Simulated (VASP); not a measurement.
Set up this calculation in VASP 6.6.1, as the native input.

```yaml
Task: single point
Functional: PBE
Potentials_or_basis: VASP PAW PBE potentials, release 64 (Li_sv)
Cutoff: 520 eV
k_mesh: 2 × 2 × 2
Occupations: methfessel-paxton, width 0.1 eV
Spin: no spin polarisation
Dipole_correction: no
Further_INCAR_settings: LREAL = Auto; ALGO = Normal; EDIFF = 1e-06; NBANDS = 36
```

The structure of Li (a cell with a defect) lies in POSCAR:

```
Li
1.0
    6.8672126126      0.0000000000      0.0000000000
    0.0000000000      6.8672126126      0.0000000000
    0.0000000000      0.0000000000      6.8672126126
Li
15
Direct
    0.0035025856      0.0035070998      0.4929710482
    0.0035025856      0.4929698833      0.0035057892
    0.0097187904      0.4847155881      0.4847170443
    0.4929743975      0.0035075367      0.0035060805
    0.4847205391      0.0097234502      0.4847170443
    0.4847202479      0.4847155881      0.0097221396
    0.5115871895      0.5115826753      0.5115838402
    0.0392699360      0.0392744502      0.0392731397
    0.2505604671      0.2505611952      0.7403232267
    0.2505603215      0.7403232267      0.2505604671
    0.2378697285      0.7579647367      0.7579651736
    0.7403227899      0.2505614865      0.2505610496
    0.7579660473      0.2378701654      0.7579657561
    0.7579657561      0.7579651736      0.2378697285
    0.7664253747      0.7664246466      0.7664250835
```

The cell was built by a generator and needn't be a form met in nature.

One way to write it, as run:

INCAR

```
SYSTEM = Li
PREC = Accurate
ENCUT = 520
EDIFF = 1E-6
ISMEAR = 1
SIGMA = 0.1
LREAL = Auto
LASPH = .True.
NELM = 100
ALGO = Normal
ISIF = 2
LWAVE = .False.
LCHARG = .False.
GGA = PE
NBANDS = 36
```

KPOINTS

```
regular mesh
0
Gamma
  2 2 2
  0 0 0
```

Potentials or basis: VASP PAW PBE potentials, release 64 (Li_sv).

The run is started by

```sh
$ cat potpaw_PBE.64/Li_sv/POTCAR > POTCAR
$ mpirun -np 1 vasp_std > vasp.out
```

Results of the run:

| Item | Value |
| --- | --- |
| Largest force | 0.037 eV/Å |
| Band gap on the k mesh | none (metal or under the smearing width) |

Caveat: the k mesh is coarse (spacing up to 0.46 Å⁻¹), so the values aren't converged.

Wall time 72 s on 1 thread of Intel(R) Xeon(R) Platinum 8488C (Sapphire Rapids), with other jobs on the host, peak memory 0.37 GiB.
